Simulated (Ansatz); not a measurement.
## A series in volume scale on Sn

All results are calculated (Ansatz 0.2.0). Plane-wave DFT, scalar-relativistic PAW made under PBE with cores redone for the functional, no dispersion; the given relaxed cell is scaled uniformly, energy at zero smearing counts from the unscaled cell, pressure at the given Fermi-Dirac smearing is positive in compression.

The cell before it is scaled or strained (space group P6/mmm, No. 191):
```
CELL_PARAMETERS angstrom
5.46510 0.00000 0.00000
-2.73250 4.73290 0.00000
0.00000 0.00000 3.33160
ATOMIC_POSITIONS crystal
Sn 0.00000 0.00000 0.00000
Sn 0.33333 0.66667 0.50000
Sn 0.66667 0.33333 0.50000
```

Settings of every row: spin polarised no; functional RPBE; wave cutoff 420 eV; smearing width 0.1 eV; k mesh 8x8x11.

Atom starting moment: 0 on all atoms.

Limits: the cell comes from a prototype or a list of computed structures and needn't be the stable phase.

```csv
row,volume scale,V (Å³/atom),energy change per atom (meV),pressure (GPa)
1,0.88,25.278,?,?
2,0.92,26.427,34.44,4.71
3,0.96,27.576,9.44,2.29
4,1.04,29.874,3.04,-1.2
5,1.08,31.023,16.08,-2.44
6,1.12,32.172,37.16,-3.44
```

Question: what energy change per atom and pressure should row 1 give?

Worked fit of energy change per atom. Take u = (V_r/V)^(2/3) − 1 with V_r = 29.874 Å³ an atom, which is twice the finite (Eulerian) strain; such expansions in the strain, on which the Birch-Murnaghan equation of state is built, carry the rest volume and the bulk modulus. The shown rows have u = 0.08517, 0.05481, 0, -0.02485, -0.0482. Least squares give energy change per atom = 2.954 − 321.594 × u + 8100.34 × u² meV; a straight line predicts inner rows, each left out in turn, worse (root mean square 16 against 0.28 meV). The rows lie off it by 0.12, -0.22, 0.09, 0.13, -0.11 (root mean square 0.14 meV). The withheld row has u = 0.11781, so the fit gives 2.954 − 321.594 × (0.11781) + 8100.34 × (0.11781)² = 77.49 meV.

The calculation gave 78.95 meV. The fit lies 1.46 meV (1.8 % of the value, 1.9 % of the column's range) below it; its largest miss of a shown row is 0.22 meV. This row lies beyond the range of the fit.

Worked fit of pressure. Take u = (V_r/V)^(2/3) − 1 with V_r = 29.874 Å³ an atom, which is twice the finite (Eulerian) strain; such expansions in the strain, on which the Birch-Murnaghan equation of state is built, carry the rest volume and the bulk modulus. The shown rows have u = 0.08517, 0.05481, 0, -0.02485, -0.0482. Least squares give pressure = −1.205 + 54.545 × u + 173.72 × u² GPa; a straight line predicts inner rows, each left out in turn, worse (root mean square 0.34 against 0.022 GPa). The rows lie off it by 0.01, -0.02, 0.01, 0.01, -0.01. The withheld row has u = 0.11781, so the fit gives −1.205 + 54.545 × (0.11781) + 173.72 × (0.11781)² = 7.63 GPa.

The calculation gave 7.77 GPa. The fit lies 0.14 GPa (1.8 % of the value, 1.2 % of the column's range) below it; its largest miss of a shown row is 0.02 GPa. This row lies beyond the range of the fit.
